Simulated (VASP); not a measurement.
# SnO2 (I4_1/amd) in VASP: settings compared, part 2 of 2

VASP 6.6.1. Earlier steps stand in the parts before.

## 3. Relaxation of cell and atoms, PBEsol+D4

INCAR

```
SYSTEM = SnO2
PREC = Accurate
ENCUT = 600
EDIFF = 1E-7
ISMEAR = -1
SIGMA = 0.05
LREAL = .False.
LASPH = .True.
NELM = 80
ALGO = Fast
ISIF = 3
LWAVE = .False.
LCHARG = .False.
GGA = PS
IVDW = 13
IBRION = 2
NSW = 60
EDIFFG = -0.005
```

KPOINTS

```
regular mesh
0
Gamma
  9 9 9
  0 0 0
```

POSCAR

```
SnO2
1.0
   -2.0000686112      2.0000686112      5.1236788559
    2.0000686112     -2.0000686112      5.1236788559
    2.0000686112      2.0000686112     -5.1236788559
Sn O
2 4
Direct
    0.0000000000      0.0000000000      0.0000000000
    0.7500000000      0.2500000000      0.5000000000
    0.5465225900      0.0465225900      0.5000000000
    0.2034774100      0.2034774100      0.0000000000
    0.9534774100      0.4534774100      0.5000000000
    0.7965225900      0.7965225900      0.0000000000
```

Potentials or basis: VASP PAW PBE potentials, release 64 (Sn_d, O).

Run with:

```
> cat potpaw_PBE.64/Sn_d/POTCAR potpaw_PBE.64/O/POTCAR > POTCAR
> mpirun -np 1 vasp_std > vasp.out
```

Run time: 22 min. Hardware: 1 thread of AMD EPYC 9R45 (Zen 5), shared host; peak memory 0.42 GiB.

Results (log left out):

```yaml
Free_energy: -40.0442 eV
Relaxed_volume: 13.64 Å³/atom
Relaxed_cell: a = 5.842 Å, b = 5.842 Å, c = 5.842 Å, α = 139.94°, β = 139.94°, γ = 57.94°
Space_group_after_relaxing_to_0.05_Å: I4_1/amd (No. 141)
Energy_gained_by_relaxing: 0.1 meV/atom
Ionic_steps: 7
Pressure_after_relaxing: 0.0 GPa
Largest_force_after_relaxing: 0.005 eV/Å
Band_gap_on_the_k_mesh: 1.59 eV, indirect (least direct gap 1.98 eV)
Dispersion_energy_per_atom: -0.136 eV
```

Forces in eV/Å, atoms in the order of the input:
```
Sn   0.000  0.000  0.000
Sn   0.000  0.000  0.000
O    0.000  0.000 -0.005
O    0.000  0.000  0.005
O    0.000  0.000  0.005
O    0.000  0.000 -0.005
```

Step by step:
| step | energy change (eV) | largest force (eV/Å) | pressure (GPa) | volume (Å³) |
| --- | --- | --- | --- | --- |
| 1 | 0.0000 | 0.0608 | -0.46 | 81.98 |
| 2 | 0.0002 | 0.0624 | 0.78 | 81.52 |
| 3 | -0.0008 | 0.0025 | 0.12 | 81.76 |
| 4 | -0.0008 | 0.0076 | -0.02 | 81.85 |
| 5 | -0.0008 | 0.0068 | 0.00 | 81.84 |
| 6 | -0.0008 | 0.0068 | -0.01 | 81.84 |
| 7 | -0.0008 | 0.0050 | 0.00 | 81.84 |

Final structure:
```
Sn O
1.0
    -2.00083    2.00083    5.11057
     2.00083   -2.00083    5.11057
     2.00083    2.00083   -5.11057
Sn O
2 4
Cartesian
  0.0000 0.0000 0.0000
  0.0000 2.0008 2.5553
  0.0000 2.0008 0.4769
  0.0000 0.0000 2.0784
  0.0000 2.0008 4.6337
  2.0008 2.0008 3.0322
```

Levels at points of the mesh, in eV from the valence-band top:
```tsv
k point	band 24	band 25	band 26	band 27	band 28	band 29
(0.00, 0.00, 0.00)	-0.67	-0.39	-0.39	1.59	5.54	9.25
```

Caveat: the PAW data sets were made with another functional, which shifts forces and pressure a little; spin-orbit coupling is left out, which moves the levels of the heavy elements; an odd mesh through Γ misses points on the zone boundary, where band edges often lie.

## 4. Single point, PBEsol

INCAR

```
SYSTEM = SnO2
ALGO     = Normal         ! electronic algorithm
EDIFF    = 1E-7           ! SCF threshold, eV
ENCUT    = 500            ! plane-wave cutoff, eV
GGA      = PS             ! functional
ISIF     = 2              ! what is computed and relaxed
ISMEAR   = 0              ! smearing method
LASPH    = .True.         ! aspherical terms in the spheres
LCHARG   = .True.         ! write CHGCAR
LELF     = .True.         ! ELF
LREAL    = .False.        ! projectors in reciprocal space
LVHAR    = .True.       
LWAVE    = .False.        ! write WAVECAR
NBANDS   = 25             ! bands
NELM     = 100            ! most SCF steps
PREC     = Accurate       ! precision mode
SIGMA    = 0.1            ! smearing width, eV
```

KPOINTS

```
k-points
0
Gamma
  9 9 9
  0 0 0
```

POSCAR

```
SnO2
1.0
   -2.0000686112      2.0000686112      5.1236788559
    2.0000686112     -2.0000686112      5.1236788559
    2.0000686112      2.0000686112     -5.1236788559
Sn O
2 4
Cartesian
    0.0000000000      0.0000000000      0.0000000000
    0.0000000000      2.0000686112      2.5618394280
    0.0000000000      2.0000686112      0.4767336214
    0.0000000000      0.0000000000      2.0851058065
    0.0000000000      2.0000686112      4.6469452345
    0.0000000000      0.0000000000      8.1622519053
```

Potentials or basis: VASP PAW PBE potentials, release 64 (Sn, O).

Run with:

```
> cat potpaw_PBE.64/Sn/POTCAR potpaw_PBE.64/O/POTCAR > POTCAR
> mpirun -np 1 vasp_std > vasp.out
```

OUTCAR:

```text
SYSTEM = SnO2
   EDIFF = 1E-7
   ENCUT = 500
   GGA = PS
   ISIF = 2
   ISMEAR = 0
   LASPH = .True.
   LREAL = .False.
   NELM = 100
   PREC = Accurate

 ion  position               nearest neighbor table
   1  0.000  0.000  0.000-   3 2.06   5 2.06   3 2.06   5 2.06   4 2.09   6 2.09   2 3.25   2 3.25
                             2 3.25   2 3.25
   2  0.750  0.250  0.500-   6 2.06   6 2.06   4 2.06   4 2.06   5 2.09   3 2.09   1 3.25   1 3.25
                             1 3.25   1 3.25
   3  0.547  0.047  0.500-   1 2.06   1 2.06   2 2.09
   4  0.203  0.203  0.000-   2 2.06   2 2.06   1 2.09
[... 886 lines left out ...]
  Total        0.9083742      0.9083742      0.3268572      0.0000000      0.0000000      0.0000000
  in kB       17.7518535     17.7518535      6.3875880      0.0000000      0.0000000      0.0000000
  external PRESSURE =      13.9637650 kB  Pullay stress =       0.0000000 kB

 VOLUME and BASIS-vectors are now :
 -----------------------------------------------------------------------------
  energy-cutoff  :      500.00
  volume of cell :       81.98
      direct lattice vectors                 reciprocal lattice vectors
    -2.000068611  2.000068611  5.123678856     0.000000000  0.249991424  0.097586132
     2.000068611 -2.000068611  5.123678856     0.249991424  0.000000000  0.097586132
     2.000068611  2.000068611 -5.123678856     0.249991424  0.249991424  0.000000000

 POSITION                                       TOTAL-FORCE (eV/Angst)
 -----------------------------------------------------------------------------------
      0.00000      0.00000      0.00000         0.000000      0.000000     -0.000000
      0.00000      2.00007      2.56184         0.000000      0.000000     -0.000000
      0.00000      2.00007      0.47673         0.000000      0.000000      0.050640
      0.00000      0.00000      2.08511        -0.000000     -0.000000     -0.050640
     -0.00000      2.00007      4.64695        -0.000000     -0.000000     -0.050640
      0.00000      0.00000      8.16225         0.000000      0.000000      0.050640
 -----------------------------------------------------------------------------------
    total drift:                               -0.000000     -0.000000      0.000000

  FREE ENERGIE OF THE ION-ELECTRON SYSTEM (eV)
  ---------------------------------------------------
  free  energy   TOTEN  =       -39.4587977955 eV

  energy  without entropy=      -39.4587977955  energy(sigma->0) =      -39.45879780
```

It took 2.4 min on 1 thread of Intel Xeon 6975P-C (Granite Rapids), shared host; peak memory 0.38 GiB.

What came out:

| Quantity | Value |
| --- | --- |
| Free energy | -39.4588 eV |
| Pressure | 1.4 GPa |
| Largest force | 0.051 eV/Å |
| Band gap on the k mesh | 1.56 eV, indirect (least direct gap 1.95 eV) |

Forces on the atoms (eV/Å):
```
Sn   0.000  0.000  0.000
Sn   0.000  0.000  0.000
O    0.000  0.000  0.051
O    0.000  0.000 -0.051
O    0.000  0.000 -0.051
O    0.000  0.000  0.051
```

Levels at points of the mesh, in eV from the valence-band top:
```tsv
k point	band 13	band 14	band 15	band 16	band 17	band 18	band 19	band 20
(0.00, 0.00, 0.00)	-0.69	-0.69	-0.39	-0.39	1.56	5.50	9.22	9.66
```

Caveat: the PAW data sets were made with another functional, which shifts forces and pressure a little; spin-orbit coupling is left out, which moves the levels of the heavy elements; an odd mesh through Γ misses points on the zone boundary, where band edges often lie.

## 5. For comparison

An earlier run on the cell as given: functional PBE; potentials or basis VASP PAW PBE potentials, release 64 (Sn_d, O); cutoff 520 eV; k mesh 9 × 9 × 9; occupations fermi-dirac, width 0.05 eV; no spin polarisation.

- Pressure: 6.5 GPa
- Largest force: 0.066 eV/Å
- Band gap on the k mesh: 1.64 eV, indirect (least direct gap 2.02 eV)

## 6. The runs side by side

```tsv
task	level	potentials or basis	cell	cutoff (eV)	smearing	gap on the mesh (eV)	pressure (GPa)	relaxed volume (Å³/atom)	largest force (eV/Å)
relaxation of cell and atoms	PBE	VASP PAW PBE potentials, release 64 (Sn, O)	relaxed	580	fermi-dirac 0.05 eV	1.29	0.0	14.18	-
relaxation of cell and atoms	PBEsol+D4	VASP PAW PBE potentials, release 64 (Sn_d, O)	relaxed	600	fermi-dirac 0.05 eV	1.59	0.0	13.64	-
single point	PBEsol	VASP PAW PBE potentials, release 64 (Sn, O)	as given	500	gaussian 0.1 eV	1.56	1.4	-	0.05
single point	PBE	VASP PAW PBE potentials, release 64 (Sn_d, O)	as given	520	fermi-dirac 0.05 eV	1.64	6.5	-	0.07
```

Alike in all rows: no spin polarisation; k mesh 9 × 9 × 9.

Caveats: spin-orbit coupling is left out, which moves the levels of the heavy elements; an odd mesh through Γ misses points on the zone boundary, where band edges often lie; the PAW data sets were made with another functional, which shifts forces and pressure a little (some runs).

Absolute energies hang on the potentials; compare differences alone.
